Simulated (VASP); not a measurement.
# Interstitial F in a supercell of TiPt3, part 2 of 6

Aim: the formation energy and local structure of interstitial F in TiPt3. The start is a cell from a database of measured crystal structures.

VASP 6.6.1, plane waves and PAW; the level of theory is named at each step.

Still holding for the runs below: The k-mesh is coarse for a metal.

So far. Step 2 (The host at zero pressure): The run ended after 3 ionic steps, 0.000 eV below its first step, once forces and stress met EDIFFG = -0.02.

The database entry behind the starting cell is an old determination (1943), so it need not match the best structure at ambient conditions.

## Step 3: The supercell without the defect

Level of this step: PBEsol; plane waves and PAW (Pt, Ti) (VASP).

System of this step: TiPt3. The structure is cubic, space group Pm-3m (No. 221). Conventional cell: a = 3.895 Å, b = 3.895 Å, c = 3.895 Å, α = 90.00°, β = 90.00°, γ = 90.00°. Pt has 4 Ti at 2.75 Å and 8 Pt at 2.75 Å nearest. Nearest to Ti lie 12 Pt at 2.75 Å. Farther neighbours are not listed.

The same cell, mesh and cutoff without the defect give the energy to subtract and, in a gapped host, the band edges to count from, so that most errors cancel.

INCAR reads:

```
SYSTEM = TiPt3
PREC = Normal
ENCUT = 400
EDIFF = 1E-05
NELM = 120
ISMEAR = 1
SIGMA = 0.2
LREAL = Auto
ALGO = Fast
GGA = PS
NBANDS = 160
LASPH = .TRUE.
LORBIT = 11
LWAVE = .FALSE.
LCHARG = .FALSE.
KPAR = 4
```

POSCAR reads:

```
TiPt3
1.0
    7.7892023886      0.0000000000      0.0000000000
    0.0000000000      7.7892023886      0.0000000000
    0.0000000000      0.0000000000      7.7892023886
Pt Ti
24 8
Direct
    0.2500000000      0.2500000000      0.0000000000
    0.2500000000      0.2500000000      0.5000000000
    0.2500000000      0.7500000000      0.0000000000
    0.2500000000      0.7500000000      0.5000000000
    0.7500000000      0.2500000000      0.0000000000
    0.7500000000      0.2500000000      0.5000000000
    0.7500000000      0.7500000000      0.0000000000
    0.7500000000      0.7500000000      0.5000000000
    0.2500000000      0.0000000000      0.2500000000
    0.2500000000      0.0000000000      0.7500000000
    0.2500000000      0.5000000000      0.2500000000
    0.2500000000      0.5000000000      0.7500000000
    0.7500000000      0.0000000000      0.2500000000
    0.7500000000      0.0000000000      0.7500000000
    0.7500000000      0.5000000000      0.2500000000
    0.7500000000      0.5000000000      0.7500000000
    0.0000000000      0.2500000000      0.2500000000
    0.0000000000      0.2500000000      0.7500000000
    0.0000000000      0.7500000000      0.2500000000
    0.0000000000      0.7500000000      0.7500000000
    0.5000000000      0.2500000000      0.2500000000
    0.5000000000      0.2500000000      0.7500000000
    0.5000000000      0.7500000000      0.2500000000
    0.5000000000      0.7500000000      0.7500000000
    0.0000000000      0.0000000000      0.0000000000
    0.0000000000      0.0000000000      0.5000000000
    0.0000000000      0.5000000000      0.0000000000
    0.0000000000      0.5000000000      0.5000000000
    0.5000000000      0.0000000000      0.0000000000
    0.5000000000      0.0000000000      0.5000000000
    0.5000000000      0.5000000000      0.0000000000
    0.5000000000      0.5000000000      0.5000000000
```

KPOINTS reads:

```
Automatic mesh
0
Monkhorst-Pack
3 3 3
0 0 0
```

Potentials, in the order of the species: Pt and Ti (PBE family, release 64).

Launch:

```bash
mpirun -np 4 vasp_std
```

What it wrote:

```text
[banner, memory and clock lines left out]
running    4 mpi-ranks, on    1 nodes
 distrk:  each k-point on    1 cores,    4 groups
 distr:  one band on    1 cores,    1 groups

 POSCAR found type information on POSCAR PtTi
 POSCAR found :  2 types and      32 ions
 [... a notice as in an earlier step ...]

 LDA part: xc-table for (Slater+PW92), standard interpolation
 POSCAR, INCAR and KPOINTS ok, starting setup
 FFT: planning ... GRIDC
 FFT: planning ... GRID_SOFT
 FFT: planning ... GRID
 WAVECAR not read
 entering main loop
       N       E                     dE             d eps       ncg     rms          rms(c)
DAV:   1     0.209142773851E+04    0.20914E+04   -0.10104E+05  1296   0.136E+03
DAV:   2     0.666491657104E+02   -0.20248E+04   -0.18966E+04  1312   0.344E+02
DAV:   3    -0.250931772530E+03   -0.31758E+03   -0.29681E+03  1680   0.117E+02
DAV:   4    -0.286475001194E+03   -0.35543E+02   -0.33607E+02  1752   0.367E+01
DAV:   5    -0.288485770102E+03   -0.20108E+01   -0.19014E+01  1776   0.735E+00    0.724E+01
RMM:   6    -0.266361827403E+03    0.22124E+02   -0.91915E+01  1334   0.265E+01    0.301E+01
RMM:   7    -0.268938408036E+03   -0.25766E+01   -0.58850E+01  1283   0.233E+01    0.273E+01
RMM:   8    -0.260989681452E+03    0.79487E+01   -0.22662E+01  1385   0.144E+01    0.877E+00
RMM:   9    -0.262571298267E+03   -0.15816E+01   -0.19964E+01  1497   0.689E+00    0.105E+01
RMM:  10    -0.261449838167E+03    0.11215E+01   -0.22912E+00  1452   0.413E+00    0.688E+00
RMM:  11    -0.261141569400E+03    0.30827E+00   -0.96797E-01  1482   0.236E+00    0.413E+00
RMM:  12    -0.260944179783E+03    0.19739E+00   -0.12876E+00  1597   0.226E+00    0.819E-01
RMM:  13    -0.260949380399E+03   -0.52006E-02   -0.13628E-01  1663   0.657E-01    0.597E-01
RMM:  14    -0.260950597273E+03   -0.12169E-02   -0.29487E-02  1738   0.266E-01    0.463E-01
RMM:  15    -0.260950436160E+03    0.16111E-03   -0.29109E-03  1677   0.118E-01    0.492E-01
RMM:  16    -0.260948565591E+03    0.18706E-02   -0.85085E-03  1530   0.248E-01    0.258E-01
RMM:  17    -0.260948231807E+03    0.33378E-03   -0.27153E-03  1503   0.149E-01    0.210E-01
RMM:  18    -0.260947649128E+03    0.58268E-03   -0.18498E-04  1524   0.536E-02    0.125E-01
RMM:  19    -0.260947538546E+03    0.11058E-03    0.11229E-03  1440   0.203E-02    0.126E-01
RMM:  20    -0.260947527642E+03    0.10904E-04    0.63040E-04  1041   0.102E-02    0.138E-01
RMM:  21    -0.260947331454E+03    0.19619E-03    0.10653E-03  1106   0.138E-02    0.108E-01
RMM:  22    -0.260947203382E+03    0.12807E-03   -0.21651E-04  1886   0.469E-02    0.660E-02
RMM:  23    -0.260947082235E+03    0.12115E-03    0.98061E-04   983   0.118E-02    0.520E-02
RMM:  24    -0.260947015476E+03    0.66758E-04    0.40304E-04   953   0.931E-03    0.405E-02
RMM:  25    -0.260946916229E+03    0.99247E-04    0.76183E-04  1003   0.102E-02    0.251E-02
RMM:  26    -0.260946869723E+03    0.46506E-04    0.40447E-04   920   0.531E-03    0.202E-02
RMM:  27    -0.260946800108E+03    0.69615E-04    0.61944E-04   949   0.848E-03    0.863E-03
RMM:  28    -0.260946760911E+03    0.39197E-04    0.37196E-04   906   0.457E-03    0.296E-03
RMM:  29    -0.260946708782E+03    0.52130E-04    0.51464E-04   591   0.210E-03    0.273E-03
RMM:  30    -0.260946674117E+03    0.34664E-04    0.34027E-04   492   0.157E-03    0.230E-03
[...]
RMM:  40    -0.260946397268E+03    0.17700E-04    0.17637E-04   323   0.124E-03    0.437E-03
RMM:  41    -0.260946378844E+03    0.18425E-04    0.18426E-04   362   0.138E-03    0.410E-03
RMM:  42    -0.260946362271E+03    0.16573E-04    0.16528E-04   397   0.145E-03    0.336E-03
RMM:  43    -0.260946346690E+03    0.15581E-04    0.15555E-04   341   0.136E-03    0.296E-03
RMM:  44    -0.260946332074E+03    0.14616E-04    0.14631E-04   392   0.147E-03    0.200E-03
RMM:  45    -0.260946318572E+03    0.13502E-04    0.13513E-04   333   0.136E-03    0.165E-03
RMM:  46    -0.260946305703E+03    0.12868E-04    0.12917E-04   307   0.133E-03    0.147E-03
RMM:  47    -0.260946294099E+03    0.11604E-04    0.11685E-04   324   0.139E-03    0.106E-03
RMM:  48    -0.260946282804E+03    0.11295E-04    0.11366E-04   352   0.147E-03    0.547E-04
RMM:  49    -0.260946272755E+03    0.10049E-04    0.10130E-04   323   0.141E-03    0.476E-04
RMM:  50    -0.260946262790E+03    0.99651E-05    0.10052E-04   299   0.139E-03    0.440E-04
RMM:  51    -0.260946254040E+03    0.87496E-05    0.88284E-05   307   0.139E-03
   1 F= -.26094625E+03 E0= -.26098136E+03  d E =0.105304E+00
```

The job ended after 90 s (4 MPI ranks of Intel Xeon 6975P-C (Granite Rapids), shared host; peak memory 1.4 GiB; 5.9 min of CPU time).

Parts of OUTCAR (step 3):

```text
  LATTYP: Found a simple cubic cell.
 ALAT       =     7.7892023886

The static configuration has the point symmetry O_h .

 Found      4 irreducible k-points:

   k-points           NKPTS =      4   k-points in BZ     NKDIM =      4   number of bands    NBANDS=    160

   dimension x,y,z NGX =    40 NGY =   40 NGZ =   40
   dimension x,y,z NGXF=    80 NGYF=   80 NGZF=   80

   ENCUT  =  400.0 eV  29.40 Ry    5.42 a.u.  12.70 12.70 12.70*2*pi/ulx,y,z

   NELECT =     272.0000    total number of electrons

 E-fermi :  10.2059

 k-point     1 :       0.0000    0.0000    0.0000
  band No.  band energies     occupation
    ...
    139      10.2119      0.94867
    140      10.2119      0.94867
    141      10.2156      0.91762
    142      10.2156      0.91762
    143      10.2156      0.91762
    144      10.3238      0.16938
    145      10.3238      0.16938
    146      10.3238      0.16937
    147      10.3238      0.16937
    148      10.3238      0.16937
    ...

 k-point     2 :       0.3333    0.0000    0.0000
  band No.  band energies     occupation
    ...
    132       9.3103      2.00000
    133       9.3781      2.00000
    134      10.0618      1.93350
    135      10.2128      0.94115
    136      10.2147      0.92559
    137      10.3243      0.16729
    138      10.3243      0.16729
    139      10.3347      0.12251
    140      10.3347      0.12251
    141      10.3419      0.09463
    ...

  Total       -0.5764980     -0.5764980     -0.5764980      0.0000000     -0.0000000      0.0000000
  in kB       -1.9544720     -1.9544720     -1.9544720      0.0000000     -0.0000000      0.0000000
  external PRESSURE =      -1.9544720 kB  Pullay stress =       0.0000000 kB

  energy-cutoff  :      400.00
  volume of cell :      472.58
      direct lattice vectors                 reciprocal lattice vectors
     7.789202389  0.000000000  0.000000000     0.128382850  0.000000000  0.000000000
     0.000000000  7.789202389  0.000000000     0.000000000  0.128382850  0.000000000
     0.000000000  0.000000000  7.789202389     0.000000000  0.000000000  0.128382850

 POSITION                                       TOTAL-FORCE (eV/Angst)
 -----------------------------------------------------------------------------------
      1.94730      1.94730      0.00000        -0.000000      0.000000     -0.000000
      1.94730      1.94730      3.89460         0.000000     -0.000000      0.000000
      1.94730      5.84190      0.00000        -0.000000     -0.000000     -0.000000
      1.94730      5.84190      3.89460         0.000000      0.000000     -0.000000
      5.84190      1.94730      0.00000         0.000000      0.000000     -0.000000
      5.84190      1.94730      3.89460        -0.000000      0.000000     -0.000000
      5.84190      5.84190      0.00000        -0.000000      0.000000      0.000000
      5.84190      5.84190      3.89460         0.000000     -0.000000      0.000000
      1.94730      0.00000      1.94730        -0.000000     -0.000000      0.000000
      1.94730      0.00000      5.84190        -0.000000      0.000000     -0.000000
      1.94730      3.89460      1.94730        -0.000000      0.000000      0.000000
      1.94730      3.89460      5.84190        -0.000000     -0.000000     -0.000000
      5.84190      0.00000      1.94730         0.000000      0.000000      0.000000
      5.84190      0.00000      5.84190         0.000000      0.000000      0.000000
      5.84190      3.89460      1.94730        -0.000000     -0.000000     -0.000000
      5.84190      3.89460      5.84190        -0.000000      0.000000      0.000000
      0.00000      1.94730      1.94730         0.000000     -0.000000     -0.000000
      0.00000      1.94730      5.84190         0.000000     -0.000000      0.000000
      0.00000      5.84190      1.94730        -0.000000      0.000000     -0.000000
      0.00000      5.84190      5.84190         0.000000      0.000000      0.000000
      3.89460      1.94730      1.94730         0.000000      0.000000      0.000000
      3.89460      1.94730      5.84190        -0.000000      0.000000      0.000000
      3.89460      5.84190      1.94730        -0.000000     -0.000000     -0.000000
      3.89460      5.84190      5.84190         0.000000     -0.000000      0.000000
      0.00000      0.00000      0.00000         0.000000      0.000000     -0.000000
      0.00000      0.00000      3.89460         0.000000      0.000000      0.000000
      0.00000      3.89460      0.00000         0.000000      0.000000      0.000000
      0.00000      3.89460      3.89460         0.000000      0.000000     -0.000000
      3.89460      0.00000      0.00000         0.000000      0.000000     -0.000000
      3.89460      0.00000      3.89460         0.000000      0.000000     -0.000000
      3.89460      3.89460      0.00000         0.000000      0.000000      0.000000
      3.89460      3.89460      3.89460         0.000000      0.000000      0.000000
 -----------------------------------------------------------------------------------
    total drift:                                0.000000      0.000000      0.000000

  FREE ENERGIE OF THE ION-ELECTRON SYSTEM (eV)
  ---------------------------------------------------
  free  energy   TOTEN  =      -260.9462540401 eV

  energy  without entropy=     -261.0515583102  energy(sigma->0) =     -260.98135546

 total charge
# of ion       s       p       d       tot
------------------------------------------
    1        0.696   0.685   8.055   9.437
    2        0.696   0.685   8.055   9.437
    3        0.696   0.685   8.055   9.437
    4        0.696   0.685   8.055   9.437
    5        0.696   0.685   8.055   9.437
    6        0.696   0.685   8.055   9.437
    7        0.696   0.685   8.055   9.437
    8        0.696   0.685   8.055   9.437
    9        0.696   0.685   8.055   9.437
   10        0.696   0.685   8.055   9.437
   11        0.696   0.685   8.055   9.437
   12        0.696   0.685   8.055   9.437
   13        0.696   0.685   8.055   9.437
   14        0.696   0.685   8.055   9.437
   15        0.696   0.685   8.055   9.437
   16        0.696   0.685   8.055   9.437
   17        0.696   0.685   8.055   9.437
   18        0.696   0.685   8.055   9.437
   19        0.696   0.685   8.055   9.437
   20        0.696   0.685   8.055   9.437
   21        0.696   0.685   8.055   9.437
   22        0.696   0.685   8.055   9.437
   23        0.696   0.685   8.055   9.437
   24        0.696   0.685   8.055   9.437
   25        0.503   0.711   2.387   3.600
   26        0.503   0.711   2.387   3.600
   27        0.503   0.711   2.387   3.600
   28        0.503   0.711   2.387   3.600
   29        0.503   0.711   2.387   3.600
   30        0.503   0.711   2.387   3.600
   31        0.503   0.711   2.387   3.600
   32        0.503   0.711   2.387   3.600
--------------------------------------------------
tot         20.728  22.137 212.424 255.289

[... 1 part as in an earlier step ...]

[... 5 further parts left out ...]
```

This step gave:

| Item | Value |
| --- | --- |
| electronic cycles | 51 |
| electrons | 272 |
| free energy (TOTEN) | -260.9463 eV |
| energy at zero smearing | -260.9814 eV |
| Fermi energy | 10.21 eV |

The host is treated as a metal, as its relaxation found a gap under 0.3 eV or none, and only the neutral defect is run.

(Continued in part 3 of 6.)

[Lines on the potential files, build, host, timing and source positions are cut from VASP's logs without a mark.]

[Logs are printed without paths, hosts, clocks, repeated set-up lines and the standing remarks that a program may print on its own settings, such as how far it seeks lower states.]

[Hosts, paths, dates, database ids (printed as entryN), source tags and the programs' standing remarks are cut or masked in the printed files.]

[In band tables of VASP the shares of atoms and orbitals are scaled to a sum of 1 inside the atoms' spheres.]

[Runs that stopped without an error message from VASP are left out.]
